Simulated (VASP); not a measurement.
Write the native input for VASP 6.6.1 that does the following.

| Property | Result |
| --- | --- |
| Task | relaxation of cell and atoms |
| Functional | RPBE |
| Potentials or basis | VASP PAW PBE potentials, release 64 (Al) |
| Cutoff | 600 eV |
| k mesh | 18 × 18 × 18 |
| Occupations | gaussian, width 0.1 eV |
| Spin | no spin polarisation |
| Further INCAR settings | ALGO = Normal; EDIFF = 1e-07; IBRION = 2; EDIFFG = -0.005; NSW = 90; ISIF = 3 |

The structure of Al lies in POSCAR:

```
Al
1.0
   -1.6070005800      1.6070005800      1.6070005800
    1.6070005800     -1.6070005800      1.6070005800
    1.6070005800      1.6070005800     -1.6070005800
Al
1
Direct
    0.0000000000      0.0000000000      0.0000000000
```

This isn't the form of Al at room conditions, which is fcc.

The input as run:

INCAR

```
PREC = Accurate
ENCUT = 600
EDIFF = 1E-7
ISMEAR = 0
SIGMA = 0.1
LREAL = F
LASPH = T
NELM = 100
ALGO = Normal
ISIF = 3
LWAVE = F
LCHARG = F
GGA = RP
IBRION = 2
NSW = 90
EDIFFG = -0.005
```

KPOINTS

```
regular mesh
0
Gamma
  18 18 18
```

Potentials or basis: VASP PAW PBE potentials, release 64 (Al).

Command:

```sh
$ cat potpaw_PBE.64/Al/POTCAR > POTCAR
$ mpirun -np 1 vasp_std > vasp.out
```

It gave:

```yaml
Relaxed_volume: 17.21 Å³/atom
Relaxed_cell: a = 2.817 Å, b = 2.817 Å, c = 2.817 Å, α = 109.47°, β = 109.47°, γ = 109.47°
Space_group_after_relaxing_to_0.05_Å: Im-3m (No. 229)
Energy_gained_by_relaxing: 4.9 meV/atom
Ionic_steps: 3
Pressure_after_relaxing: 0.0 GPa
Band_gap_on_the_k_mesh: none (metal or under the smearing width)
```

Caveat: the PAW data sets were made with another functional, which shifts forces and pressure a little.

Wall time 12 s on 1 thread of Intel(R) Xeon(R) Platinum 8559C (Emerald Rapids), on a shared host, peak memory 0.14 GiB.
